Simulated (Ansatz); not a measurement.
# CuI (Marshite): a single-point run

Aim: a sound single-point run of CuI (Marshite). The structure is shown as the input types it.

Computed with Ansatz 0.2.0 (DFT, PBEsol, all-electron LAPW, scalar-relativistic; levels and slopes on a fine mesh, independent-particle optical spectra, unless a step's input says otherwise).

## (1) The structure to begin with

Symmetry: P4/nmm, No. 129, tetragonal system. Conventional cell: a = 3.205 Å, b = 3.205 Å, c = 5.179 Å, α = 90.00°, β = 90.00°, γ = 90.00°. Cu (site symmetry -4m2) is surrounded by 4 I at 2.10 Å and 4 Cu at 2.27 Å. I (site symmetry 4mm) is surrounded by 4 Cu at 2.10 Å.

As a file:

```cif
data_structure
_symmetry_space_group_name_H-M 'P4/nmm:1'
_symmetry_Int_Tables_number 129
_cell_length_a 3.2045
_cell_length_b 3.2045
_cell_length_c 5.1789
_cell_angle_alpha 90.000
_cell_angle_beta 90.000
_cell_angle_gamma 90.000
_cell_volume 53.18
loop_
_atom_site_label
_atom_site_type_symbol
_atom_site_symmetry_multiplicity
_atom_site_Wyckoff_symbol
_atom_site_fract_x
_atom_site_fract_y
_atom_site_fract_z
_atom_site_occupancy
Cu1 Cu 2 a 0.00000 0.00000 0.00000 1
I1 I 2 c 0.00000 0.50000 0.26146 1
```

## (2) Input and run

input.yaml reads:

```yaml
crystal:
  lattice:
    - [3.20450215, 0.0, 0.0]
    - [0.0, 3.20450215, 0.0]
    - [0.0, 0.0, 5.17891078]
  atoms:
    - { symbol: Cu, position: [0.0, 0.0, 0.0] }
    - { symbol: Cu, position: [0.5, 0.5, 0.0] }
    - { symbol: I, position: [0.0, 0.5, 0.261462075562] }
    - { symbol: I, position: [0.5, 0.0, 0.738537924438] }
kpoints:
  mp_grid: { grid: [6, 6, 4] }
scf:
  occupations: { method: fixed }
  max_iter: 75
hamiltonian:
  xc: pbesol
  pseudopotentials: { kind: all_electron, lapw: { basis_error: 0.001 } }
output:
  forces: true
  stress: true
  eigenvalues: true
  eigenstates:
    nscf_kmesh: { grid: [8, 8, 6] }
    de_dk: true
    e_range: [-9, 11.52086768041]
  optics:
    e_range: [0, 25]
    de: 0.2
    sigma: 0.1
    bands: { spectra_wanted_up_to: 25 }
    nscf_kmesh: { grid: [8, 8, 6] }
checkpoint:
  write: ck
  write_wavefunctions: false
```

The run is started by

```console
> ansatz run input.yaml --threads 2 --pin off --max-ram 6144MiB --backend cpu --events-out ev --progress --plain --runs-dir out
```

**Question.** How will this run end, and is anything wrong with its input?

The run converged and reported no error. It gives a pressure of 183 GPa and a largest force of 19.7 eV/Å, which is large; a structure far from rest gives such values too, whatever the setting.

The structure is squeezed far below its natural size. The shortest distance in the input is 2.10 Å, between atoms 1 (Cu) and 3 (I).

The cure: restore the intended size.
